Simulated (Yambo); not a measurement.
Input of a Yambo 5.3.0 run:

g0w04.in

```
gw0
dyson
el_el_corr
rim_cut
HF_and_locXC
ppa
em1d
RandQpts= 1000000
RandGvec= 50 RL
EXXRLvcs= 84 Ry
VXCRLvcs= 84 Ry
Chimod= "HARTREE"
% BndsRnXp
 1 | 228 |
%
NGsBlkXp= 6 Ry
% LongDrXp
 1 | 1 | 1 |
%
PPAPntXp= 27.21138 eV
% GbndRnge
 1 | 228 |
%
GTermKind= "BG"
DysSolver= "n"
ExtendOut
% QPkrange
 1 | 1 | 25 | 30 |
%
```

The input scf.in:

```
&CONTROL
  calculation = 'scf'
  prefix = 'pwscf'
  outdir = './tmp'
  pseudo_dir = './pseudo'
/
&SYSTEM
  ibrav = 0
  nat = 2
  ntyp = 2
  ecutwfc = 84
  nbnd = 42
  occupations = 'smearing'
  smearing = 'fd'
  degauss = 0.00367493
  noncolin = .true.
  lspinorb = .true.
  force_symmorphic = .true.
/
&ELECTRONS
  conv_thr = 4d-10
  electron_maxstep = 120
  mixing_beta = 0.5
/
ATOMIC_SPECIES
As    74.9216 As.upf
Ga    69.7230 Ga.upf
CELL_PARAMETERS angstrom
   0.0000000000    2.8268500000    2.8268500000
   2.8268500000    0.0000000000    2.8268500000
   2.8268500000    2.8268500000    0.0000000000
ATOMIC_POSITIONS crystal
As     0.7500000000    0.7500000000    0.7500000000
Ga     0.0000000000    0.0000000000    0.0000000000
K_POINTS automatic
8 8 8 0 0 0
```

File nscf.in:

```
&CONTROL
  calculation = 'nscf'
  prefix = 'pwscf'
  outdir = './tmp'
  pseudo_dir = './pseudo'
/
&SYSTEM
  ibrav = 0
  nat = 2
  ntyp = 2
  ecutwfc = 84
  nbnd = 228
  occupations = 'fixed'
  noncolin = .true.
  lspinorb = .true.
  force_symmorphic = .true.
/
&ELECTRONS
  conv_thr = 1d-08
  diago_full_acc = .true.
  diago_thr_init = 1d-06
/
ATOMIC_SPECIES
As    74.9216 As.upf
Ga    69.7230 Ga.upf
CELL_PARAMETERS angstrom
   0.0000000000    2.8268500000    2.8268500000
   2.8268500000    0.0000000000    2.8268500000
   2.8268500000    2.8268500000    0.0000000000
ATOMIC_POSITIONS crystal
As     0.7500000000    0.7500000000    0.7500000000
Ga     0.0000000000    0.0000000000    0.0000000000
K_POINTS automatic
4 4 4 0 0 0
```

Potentials or basis: PseudoDojo 0.4 FR PBE standard.

Command:

```bash
$ OMP_NUM_THREADS=1 pw.x -in scf.in > scf.out
$ OMP_NUM_THREADS=1 pw.x -in nscf.in > nscf.out
$ cd tmp/pwscf.save; p2y; mv SAVE ../..; cd ../..
$ OMP_NUM_THREADS=1 yambo
$ mkdir -p g0w04; ln -s $PWD/g0w00/ndb.pp* g0w04/
$ mkdir -p g0w04; ln -s $PWD/g0w00/ndb.RIM g0w04/
$ OMP_NUM_THREADS=1 yambo -F g0w04.in -J g0w04 -C g0w04_out
```

Predict the quasiparticle gap.

1.22 eV.

Estimate the least direct quasiparticle gap.

1.22 eV.

Estimate the band gap on the k mesh, mean-field level.

0.41 eV, direct.

Estimate the quasiparticle gap at Γ.

1.22 eV.

Estimate the band gap of the same states before the correction.

0.41 eV.

Quasiparticle terms (eV):
| k point | band | Kohn-Sham level | Vxc | Σx | Σc | Z | result |
| --- | --- | --- | --- | --- | --- | --- | --- |
| (0.000, 0.000, 0.000) | 25 | 0.00 | -13.22 | -15.63 | 1.25 | 0.80 | -0.93 |
| (0.000, 0.000, 0.000) | 26 | 0.00 | -13.22 | -15.63 | 1.25 | 0.80 | -0.93 |
| (0.000, 0.000, 0.000) | 27 | 0.00 | -13.22 | -15.63 | 1.26 | 0.80 | -0.92 |
| (0.000, 0.000, 0.000) | 28 | 0.00 | -13.22 | -15.63 | 1.25 | 0.80 | -0.93 |
| (0.000, 0.000, 0.000) | 29 | 0.41 | -14.00 | -10.38 | -3.76 | 0.80 | 0.30 |
| (0.000, 0.000, 0.000) | 30 | 0.41 | -14.00 | -10.38 | -3.76 | 0.80 | 0.30 |

Caveat: the k mesh is coarse (spacing up to 0.48 Å⁻¹), so the values aren't converged; the potentials hold a filled d shell without the s and p states of that shell, which can shift GW gaps by tenths of an eV, either way; this version prints the column dSc/dw multiplied by 27.2; the terminator is approximate in this version, by hundredths of an eV. A k mesh can miss the band edges.
